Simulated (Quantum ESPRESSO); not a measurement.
The system is MnS.

```
Mn S
1.0
     0.00000    2.47346    2.47346
     2.47346    0.00000    2.47346
     2.47346    2.47346    0.00000
Mn S
1 1
Direct
  0.00000 0.00000 0.00000
  0.75000 0.75000 0.75000
```

The cell is a database's computed one.

Base run:

```yaml
Program: Quantum ESPRESSO 7.5
Functional: PBE
Potentials_or_basis: JTH 2.0 PBE
Cutoff: 735 eV
Density_cutoff: 4408 eV
k_mesh: 9 × 9 × 9
Occupations: fermi-dirac, width 0.05 eV
Spin: collinear spin, ferromagnetic start
Starting_moments: "[4.0, 0.0] μB"
```

Its results: band gap on the k mesh none (metal or under the smearing width); pressure 4.3 GPa; net moment -0.23 μB per cell; site moments Mn -0.20; S +0.00 μB.

Question: After a change of settings the same cell gave: band gap on the k mesh none (metal or under the smearing width); pressure 10.6 GPa; net moment 1.67 μB per cell; site moments Mn +1.49; S -0.04 μB. Which change was it?
A. potentials or basis from JTH 2.0 PBE to PseudoDojo 0.4 SR PBE stringent; cutoff from 735 eV to 1769 eV; density cutoff from 4408 eV to 7075 eV
B. potentials or basis from JTH 2.0 PBE to PseudoDojo 0.4.1 SR PBE standard; cutoff from 735 eV to 1306 eV; density cutoff from 4408 eV to 5225 eV
C. potentials or basis from JTH 2.0 PBE to PseudoDojo 0.5 SR PBE stringent; cutoff from 735 eV to 1769 eV; density cutoff from 4408 eV to 7075 eV
D. potentials or basis from JTH 2.0 PBE to SG15 PBE 1.2; cutoff from 735 eV to 952 eV; density cutoff from 4408 eV to 3810 eV; k mesh from 9 × 9 × 9 to 5 × 5 × 5

Answer: D.

Caveats: some runs use coarse meshes; semilocal functionals often make such compounds metallic where correlation or magnetic order opens a gap, which also shifts bond lengths; the moment fell far below its start of 4 μB, so a state of higher moment may lie lower in energy (some runs); a cell with one magnetic atom can't hold antiferromagnetic order, which such compounds often take (some runs).
